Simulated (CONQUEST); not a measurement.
The system is CdF2.

```
Cd F
1.0
     3.80989    0.00000    0.00000
     0.00000    3.80989    0.00000
     0.00000    0.00000    5.38800
Cd F
2 4
Direct
  0.00000 0.00000 0.00000
  0.50000 0.50000 0.50000
  0.00000 0.50000 0.25000
  0.50000 0.00000 0.75000
  0.00000 0.50000 0.75000
  0.50000 0.00000 0.25000
```

| Property | Result |
| --- | --- |
| Program | CONQUEST 1.3 |
| Task | single point |
| Functional | PBE |
| Potentials or basis | PseudoDojo NC PBE, DZP, grid cutoff 150 Ha |
| k mesh | 7 × 7 × 5 |
| Occupations | fermi-dirac, width 0.05 eV |
| Spin | no spin polarisation |

On this cell: pressure 6.5 GPa; largest force zero by symmetry; band gap on the k mesh 3.10 eV.

The same run follows on a disturbed copy (atoms moved at random, drawn with an rms of 0.05 Å):

```
CELL_PARAMETERS angstrom
3.80989 0.00000 0.00000
0.00000 3.80989 0.00000
0.00000 0.00000 5.38800
ATOMIC_POSITIONS crystal
Cd 0.01065 0.00104 0.00054
Cd 0.51065 0.50104 0.50054
F 0.00809 0.50628 0.25894
F 0.50809 0.00628 0.75894
F 0.49322 0.01844 0.25620
F 0.99322 0.51844 0.75620
```

Q: What does the disturbed cell give?

A: The energy moves by +9.1 meV/atom; pressure 7.0 GPa; largest force 0.464 eV/Å; band gap on the k mesh 3.11 eV.

Forces on the atoms (eV/Å):
```
Cd  -0.233  0.286  0.248
Cd  -0.233  0.286  0.248
F   -0.070  0.043 -0.179
F   -0.070  0.043 -0.179
F    0.299 -0.346 -0.079
F    0.299 -0.346 -0.079
```

The forces don't sum to zero, so they hold noise of the program's grid.

Caveats: the box holds several primitive cells, so bands are folded and the points are those of the box's own zone; an odd mesh through Γ misses points on the zone boundary, where band edges often lie; the basis of atomic orbitals isn't converged, which shifts pressures, moduli and gaps; the real-space grid breaks the cell's symmetry a little (some runs).
